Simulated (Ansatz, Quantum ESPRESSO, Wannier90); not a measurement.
# Ballistic channels from Wannier functions: straight Nb chain, spacing 2.54 Å, part 4 of 5

Wanted: localised orbitals and the quantum conductance of this wire: straight Nb chain, spacing 2.54 Å.

Quantum ESPRESSO 7.5 and Wannier90 3.1.0; plane-wave DFT, PBEsol, GBRV ultrasoft pseudopotentials; cross-check by Ansatz 0.2.0 with PAW datasets.

So far. Step 6 (Wannier functions and transport): Bands and channels are those of the Wannier model: bands that were not projected, and all outside the frozen window, are missing or only approximate. Step 6 (Wannier functions and transport): At least 1 of the functions sits far from every atom, off the bonds: the outer window has let in states of the vacuum, so the basis is not the atomic one that was projected.

## 9. Localisation, bands and conductance, with dist_cutoff = 3.05

Level of this step: maximally localised Wannier functions and ballistic conductance; plane-wave DFT, PBEsol, GBRV ultrasoft pseudopotentials (Wannier90).

How much does a setting matter? One run is repeated with a change.

wan_w.win reads:

```
num_wann = 9
num_bands = 21
num_iter = 200
num_print_cycles = 20
conv_tol = 1e-8
conv_window = 5
guiding_centres = true
dis_num_iter = 1500
dis_conv_tol = 1e-8
dis_win_min = -12.6604
dis_win_max = 7.3396
dis_froz_max = -0.1604
search_shells = 120
fermi_energy = -1.6604

transport = true
transport_mode = bulk
one_dim_axis = z
dist_cutoff = 3.05
dist_cutoff_mode = one_dim
tran_win_min = -4.0
tran_win_max = 2.0
tran_energy_step = 0.02

bands_plot = true
bands_num_points = 96
begin kpoint_path
G 0.0 0.0 0.0 Z 0.0 0.0 0.5
end kpoint_path

begin projections
Nb:s;p;d
end projections

begin unit_cell_cart
ang
  8.0000000000 0.0000000000 0.0000000000
  0.0000000000 8.0000000000 0.0000000000
  0.0000000000 0.0000000000 2.5380000000
end unit_cell_cart

begin atoms_frac
  Nb 0.0000000000 0.0000000000 0.0000000000
end atoms_frac

mp_grid = 1 1 14
begin kpoints
  0.0 0.0 0.0000000000
  0.0 0.0 0.0714285714
  0.0 0.0 0.1428571429
  0.0 0.0 0.2142857143
  0.0 0.0 0.2857142857
  0.0 0.0 0.3571428571
  0.0 0.0 0.4285714286
  0.0 0.0 0.5000000000
  0.0 0.0 0.5714285714
  0.0 0.0 0.6428571429
  0.0 0.0 0.7142857143
  0.0 0.0 0.7857142857
  0.0 0.0 0.8571428571
  0.0 0.0 0.9285714286
end kpoints
```

Started as:

```
$ OMP_NUM_THREADS=1 wannier90.x wan_w > wan_w.run.log
```

The log of the run:

```text
[banner, memory and clock lines left out]
+---------------------------------------------------+
             |                                                   |
             |                   WANNIER90                       |
             |                                                   |
             +---------------------------------------------------+
             |                                                   |
             |        Welcome to the Maximally-Localized         |
             |        Generalized Wannier Functions code         |
             |                             |
             |                                                   |
             |                                                   |
             |  Wannier90 Developer Group:                       |
             |    Giovanni Pizzi    (EPFL)                       |
             |    Valerio Vitale    (Cambridge)                  |
             |    David Vanderbilt  (Rutgers University)         |
             |    Nicola Marzari    (EPFL)                       |
             |    Ivo Souza         (Universidad del Pais Vasco) |
             |    Arash A. Mostofi  (Imperial College London)    |
             |    Jonathan R. Yates (University of Oxford)       |
             |                                                   |
             |  For the full list of Wannier90 3.x authors,      |
             |  please check the code documentation and the      |
             |  README on the GitHub page of the code            |
             |                                                   |
             |                                                   |
             |                                                   |
             |  [ref] "Wannier90 as a community code:            |
             |        new features and applications",            |
             |        165902 (2020).                             |
             |            |
             |                                                   |
             |  in any publications arising from the use of      |
             |                                                   |
             |  [ref] "Maximally Localized Generalised Wannier   |
             |         Functions for Composite Energy Bands"     |
             |         N. Marzari and D. Vanderbilt              |
             |         Phys. Rev. B 56 12847 (1997)              |
             |                                                   |
             |  [ref] "Maximally Localized Wannier Functions     |
             |         for Entangled Energy Bands"               |
             |         I. Souza, N. Marzari and D. Vanderbilt    |
             |         Phys. Rev. B 65 035109 (2001)             |
             |                                                   |
             |                                                   |
             | Copyright (c) 1996-2020                           |
             |        The Wannier90 Developer Group and          |
             |        individual contributors                    |
             |                                                   |
             |      Release: 3.1.0        5th March    2020      |
             |                                                   |
             | This program is free software; you can            |
             | redistribute it and/or modify it under the terms  |
             | of the GNU General Public License as published by |
             | the Free Software Foundation; either version 2 of |
             | the License, or (at your option) any later version|
             |                                                   |
             | This program is distributed in the hope that it   |
             | will be useful, but WITHOUT ANY WARRANTY; without |
             | even the implied warranty of MERCHANTABILITY or   |
             | FITNESS FOR A PARTICULAR PURPOSE. See the GNU     |
             | General Public License for more details.          |
             |                                                   |
             | You should have received a copy of the GNU General|
             | Public License along with this program; if not,   |
             | write to the Free Software Foundation, Inc.,      |
             | 675 Mass Ave, Cambridge, MA 02139, USA.           |
             |                                                   |
             +---------------------------------------------------+
[date or host left out]
             +---------------------------------------------------+

 ******************************************************************************
 * -> Using CODATA 2006 constant values                                       *
 *    (                      *
 * -> Using Bohr value from CODATA                                            *
 ******************************************************************************

 Running in serial (with parallel executable)

                                    ------
                                    SYSTEM
                                    ------

                              Lattice Vectors (Ang)
                    a_1     8.000000   0.000000   0.000000
                    a_2     0.000000   8.000000   0.000000
                    a_3     0.000000   0.000000   2.538000

                   Unit Cell Volume:     162.43200  (Ang^3)

                        Reciprocal-Space Vectors (Ang^-1)
                    b_1     0.785398   0.000000   0.000000
                    b_2     0.000000   0.785398   0.000000
                    b_3     0.000000   0.000000   2.475644

 *----------------------------------------------------------------------------*
 |   Site       Fractional Coordinate          Cartesian Coordinate (Ang)     |
 +----------------------------------------------------------------------------+
 | Nb   1   0.00000   0.00000   0.00000   |    0.00000   0.00000   0.00000    |
 *----------------------------------------------------------------------------*
                                ------------
                                K-POINT GRID
                                ------------

             Grid size =  1 x  1 x 14      Total points =   14

 *---------------------------------- MAIN ------------------------------------*
 |  Number of Wannier Functions               :                 9             |
 |  Number of Objective Wannier Functions     :                 9             |
 |  Number of input Bloch states              :                21             |
 |  Output verbosity (1=low, 5=high)          :                 1             |
[...]
Delta: O_D= -0.1124217E-02 O_OD= -0.4885818E-01 O_TOT= -0.4998239E-01 <-- DLTA
 Cycle:     40
[...]
Sum of centres and spreads ( -3.020923, -3.019771, -3.809383 )    22.08575036

     40    -0.950E-02     1.0068581565       22.0857503682       0.25  <-- CONV
        O_D=      0.0733761 O_OD=      4.5683211 O_TOT=     22.0857504 <-- SPRD
 Delta: O_D= -0.1994870E-02 O_OD= -0.7500154E-02 O_TOT= -0.9495024E-02 <-- DLTA
 Cycle:     60
[...]
Sum of centres and spreads ( -3.035105, -3.030210, -3.807524 )    22.02339541

     60    -0.413E-02     0.5542111009       22.0233954166       0.26  <-- CONV
        O_D=      0.0589114 O_OD=      4.5204309 O_TOT=     22.0233954 <-- SPRD
 Delta: O_D=  0.2828793E-02 O_OD= -0.6962434E-02 O_TOT= -0.4133641E-02 <-- DLTA
 Cycle:     80
[...]
Sum of centres and spreads ( -3.095411, -3.095810, -3.807273 )    21.97779918

     80    -0.744E-03     2.8689743681       21.9777991864       0.27  <-- CONV
        O_D=      0.0452931 O_OD=      4.4884529 O_TOT=     21.9777992 <-- SPRD
 Delta: O_D= -0.3362136E-02 O_OD=  0.2618499E-02 O_TOT= -0.7436374E-03 <-- DLTA
 Cycle:    100
[...]
Sum of centres and spreads ( -3.046751, -3.134472, -3.807881 )    22.01305796

    100    -0.745E-02     6.3502369427       22.0130579641       0.28  <-- CONV
        O_D=      0.0917836 O_OD=      4.4772212 O_TOT=     22.0130580 <-- SPRD
 Delta: O_D= -0.2800790E-02 O_OD= -0.4646228E-02 O_TOT= -0.7447018E-02 <-- DLTA

 Writing checkpoint file wan_w.chk... done

 Cycle:    120
[...]
Sum of centres and spreads ( -3.113327, -3.103996, -3.807092 )    21.94072610

    120     0.928E-03     1.7840786003       21.9407261045       0.30  <-- CONV
        O_D=      0.0390585 O_OD=      4.4576145 O_TOT=     21.9407261 <-- SPRD
 Delta: O_D=  0.2367919E-02 O_OD= -0.1440219E-02 O_TOT=  0.9277000E-03 <-- DLTA
 Cycle:    140
[...]
Sum of centres and spreads ( -3.127150, -3.127008, -3.807280 )    21.93165046

    140    -0.814E-03     0.8808713708       21.9316504689       0.31  <-- CONV
        O_D=      0.0350022 O_OD=      4.4525951 O_TOT=     21.9316505 <-- SPRD
 Delta: O_D= -0.7518625E-03 O_OD= -0.6206991E-04 O_TOT= -0.8139324E-03 <-- DLTA
 Cycle:    160
[...]
Sum of centres and spreads ( -3.149224, -3.143253, -3.807341 )    21.91979445

    160    -0.311E-02     1.9424596785       21.9197944523       0.32  <-- CONV
        O_D=      0.0334893 O_OD=      4.4422519 O_TOT=     21.9197945 <-- SPRD
 Delta: O_D= -0.4111598E-02 O_OD=  0.1003340E-02 O_TOT= -0.3108259E-02 <-- DLTA
 Cycle:    180
[...]
Sum of centres and spreads ( -3.122149, -3.160313, -3.807335 )    21.92048538

    180    -0.116E-01     4.0488283942       21.9204853839       0.34  <-- CONV
        O_D=      0.0467843 O_OD=      4.4296479 O_TOT=     21.9204854 <-- SPRD
 Delta: O_D= -0.1093374E-01 O_OD= -0.6354934E-03 O_TOT= -0.1156924E-01 <-- DLTA
 Cycle:    200
[...]
Sum of centres and spreads ( -3.166093, -3.166878, -3.807028 )    21.88780773

    200    -0.209E-03     0.4611856285       21.8878077334       0.35  <-- CONV
        O_D=      0.0298296 O_OD=      4.4139249 O_TOT=     21.8878077 <-- SPRD
 Delta: O_D=  0.1127069E-03 O_OD= -0.3216400E-03 O_TOT= -0.2089332E-03 <-- DLTA

 Writing checkpoint file wan_w.chk... done

 Final State
[...]
WF centre and spread    2  ( -3.896211, -3.896352, -2.537807 )     5.20561549
  WF centre and spread    3  (  1.268987, -0.032986, -0.002691 )     3.52771228
  WF centre and spread    4  ( -0.032952,  1.269383, -0.002707 )     3.52617119
  WF centre and spread    5  ( -0.252920, -0.253369,  0.000697 )     1.84050846
  WF centre and spread    6  (  0.030913, -0.000165, -0.000984 )     1.30185239
  WF centre and spread    7  ( -0.000164,  0.030936, -0.000978 )     1.30188446
  WF centre and spread    8  ( -0.102190, -0.102581,  0.000080 )     1.46632303
  WF centre and spread    9  (  0.021512,  0.021518,  0.000011 )     1.34155276
  Sum of centres and spreads ( -3.166093, -3.166878, -3.807028 )    21.88780773

         Spreads (Ang^2)       Omega I      =    17.444053180
        ================       Omega D      =     0.029829638
                               Omega OD     =     4.413924915
    Final Spread (Ang^2)       Omega Total  =    21.887807733
 Time for wannierise            0.129 (sec)

 Writing checkpoint file wan_w.chk... done

 *---------------------------------------------------------------------------*
 |                               PLOTTING                                    |
 *---------------------------------------------------------------------------*

 Translated centres
    translation centre in fractional coordinate:  0.000000  0.000000  0.000000
  WF centre     1  ( -0.203066, -0.203263, -1.262648 )
  WF centre     2  ( -3.896211, -3.896352,  0.000193 )
  WF centre     3  (  1.268987, -0.032986, -0.002691 )
  WF centre     4  ( -0.032952,  1.269383, -0.002707 )
  WF centre     5  ( -0.252920, -0.253369,  0.000697 )
  WF centre     6  (  0.030913, -0.000165, -0.000984 )
  WF centre     7  ( -0.000164,  0.030936, -0.000978 )
  WF centre     8  ( -0.102190, -0.102581,  0.000080 )
  WF centre     9  (  0.021512,  0.021518,  0.000011 )

 Calculating interpolated band-structure

 Time to calculate interpolated band structure       0.007 (sec)

 Time for plotting              0.010 (sec)

 *---------------------------------------------------------------------------*
 |                              TRANSPORT                                    |
 *---------------------------------------------------------------------------*

 Calculation of Quantum Conductance and DoS: bulk mode

 Maximum imaginary part of the real-space Hamiltonian:     0.038120

     Maximum real part of the real-space Hamiltonian at each lattice point
            Lattice point R           Max |H_ij(R)|
                  -8                     0.000000
                  -7                     0.000000
                  -6                     0.000000
                  -5                     0.000000
                  -4                     0.000000
                  -3                     0.000000
                  -2                     0.000000
                  -1                     1.715675
                   0                     3.632862
                   1                     1.715675
                   2                     0.000000
                   3                     0.000000
                   4                     0.000000
                   5                     0.000000
                   6                     0.000000
                   7                     0.000000
                   8                     0.000000

 Number of unit cells inside the principal layer:     1
 Number of Wannier Functions inside the principal layer:     9

 Calculating quantum conductance and density of states... done

 Time for transport             0.024 (sec)
 Total Execution Time           0.448 (sec)

 *===========================================================================*
 |                             TIMING INFORMATION                            |
 *===========================================================================*
 |    Tag                                                Ncalls      Time (s)|
 |---------------------------------------------------------------------------|
 |kmesh: get                                        :         1         0.024|
 |overlap: allocate                                 :         1         0.000|
 |overlap: read                                     :         1         0.034|
 |dis: main                                         :         1         0.222|
 |wann: main                                        :         1         0.129|
 |plot: main                                        :         1         0.010|
 |tran: main                                        :         1         0.024|
 *---------------------------------------------------------------------------*

 All done: wannier90 exiting
[key lines of the parts left out:]
|  Fermi energy (eV)                         :            -1.660             |
```

Run time: 1.1 s. Hardware: 1 MPI rank of Intel Xeon 6975P-C (Granite Rapids), shared host; peak memory 0.09 GiB.

The changed values were drawn from a wide range, not chosen for quality; the comparison shows what they did here together.

The total spread is 21.9 against 21.9 Å². Between −2 and 1.5 eV the channel count differs from the first run's at 19 % of the energies, and at the Fermi level it is 6 against 6. Spreads don't depend on this cutoff; only the transport does.

## 10. Neighbour list from wannier90 -pp, with dis_win_max − E_F = -1.0

One more run, with a changed input.

wan_bad.win reads:

```
num_wann = 9
num_bands = 21
num_iter = 200
num_print_cycles = 20
conv_tol = 1e-8
conv_window = 5
guiding_centres = true
dis_num_iter = 1500
dis_conv_tol = 1e-8
dis_win_min = -12.6604
dis_win_max = -2.6604
dis_froz_max = -0.1604
search_shells = 120
fermi_energy = -1.6604

transport = true
transport_mode = bulk
one_dim_axis = z
dist_cutoff = 17.67
dist_cutoff_mode = one_dim
tran_win_min = -4.0
tran_win_max = 2.0
tran_energy_step = 0.02

bands_plot = true
bands_num_points = 96
begin kpoint_path
G 0.0 0.0 0.0 Z 0.0 0.0 0.5
end kpoint_path

begin projections
Nb:s;p;d
end projections

begin unit_cell_cart
ang
  8.0000000000 0.0000000000 0.0000000000
  0.0000000000 8.0000000000 0.0000000000
  0.0000000000 0.0000000000 2.5380000000
end unit_cell_cart

begin atoms_frac
  Nb 0.0000000000 0.0000000000 0.0000000000
end atoms_frac

mp_grid = 1 1 14
begin kpoints
  0.0 0.0 0.0000000000
  0.0 0.0 0.0714285714
  0.0 0.0 0.1428571429
  0.0 0.0 0.2142857143
  0.0 0.0 0.2857142857
  0.0 0.0 0.3571428571
  0.0 0.0 0.4285714286
  0.0 0.0 0.5000000000
  0.0 0.0 0.5714285714
  0.0 0.0 0.6428571429
  0.0 0.0 0.7142857143
  0.0 0.0 0.7857142857
  0.0 0.0 0.8571428571
  0.0 0.0 0.9285714286
end kpoints
```

Started as:

```
$ OMP_NUM_THREADS=1 wannier90.x -pp wan_bad > wan_bad.pp.log
```

The job ended after 0.64 s (1 MPI rank; peak memory 0.09 GiB).

## 11. Overlaps and projections

The same post-processing, on the changed run.

wan_bad.p2w.in reads:

```
&inputpp
  prefix = 'nscf'
  outdir = './out'
  seedname = 'wan_bad'
  write_mmn = .true.
  write_amn = .true.
  write_unk = .false.
/
```

Started as:

```
$ OMP_NUM_THREADS=1 mpirun -n 2 pw2wannier90.x -in wan_bad.p2w.in > wan_bad.p2w.out
```

The job ended after 2.9 s (2 MPI ranks; peak memory 0.11 GiB; 5.3 s of CPU time).

(Part 4 of 5 ends here.)

[Logs are printed without paths, hosts, clocks, repeated set-up lines and the standing remarks that a program may print on its own settings, such as how far it seeks lower states.]

[Hosts, paths, dates, database ids (printed as entryN), source tags and the programs' standing remarks are cut or masked in the printed files.]

[Maps of the electrostatic potential energy from Ansatz leave out the sawtooth potential of an applied field or a dipole correction, so their vacuum need not be flat; planar profiles and work functions include it.]
